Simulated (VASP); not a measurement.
Wanted: the native input for a VASP 6.6.1 run.

* Task: single point
* Functional: PBE
* Potentials or basis: VASP PAW PBE potentials, release 64 (I_GW)
* Cutoff: 450 eV
* k mesh: 7 × 7 × 7
* Occupations: gaussian, width 0.02 eV
* Spin: no spin polarisation
* Further INCAR settings: ALGO = Fast; EDIFF = 1e-06; NBANDS = 10

The structure of I lies in POSCAR:

```
I
1.0
   -1.6174560000      1.6174560000      4.2648080000
    1.6174560000     -1.6174560000      4.2648080000
    1.6174560000      1.6174560000     -4.2648080000
I
1
Direct
    0.0000000000      0.0000000000      0.0000000000
```

One way to write it, as run:

INCAR

```
PREC = Accurate
ENCUT = 450
EDIFF = 1E-6
ISMEAR = 0
SIGMA = 0.02
LREAL = False
LASPH = True
NELM = 100
ALGO = Fast
ISIF = 2
LWAVE = False
LCHARG = False
GGA = PE
NBANDS = 10
```

KPOINTS

```
Automatic mesh
0
Gamma
  7 7 7
```

Potentials or basis: VASP PAW PBE potentials, release 64 (I_GW).

Launch:

```console
$ cat potpaw_PBE.64/I_GW/POTCAR > POTCAR
$ mpirun -np 1 vasp_std > vasp.out
```

Results of the run:

```
Pressure               : 0.1 GPa
Band gap on the k mesh : none (metal or under the smearing width)
```

Caveat: the k mesh is coarse (spacing up to 0.39 Å⁻¹), so the values aren't converged; an odd number of electrons without spin polarisation forces a metal; a magnetic or distorted state may lie lower.

Wall time 26 s on 1 thread of Intel(R) Xeon(R) Platinum 8488C (Sapphire Rapids), on a shared host, peak memory 0.2 GiB.
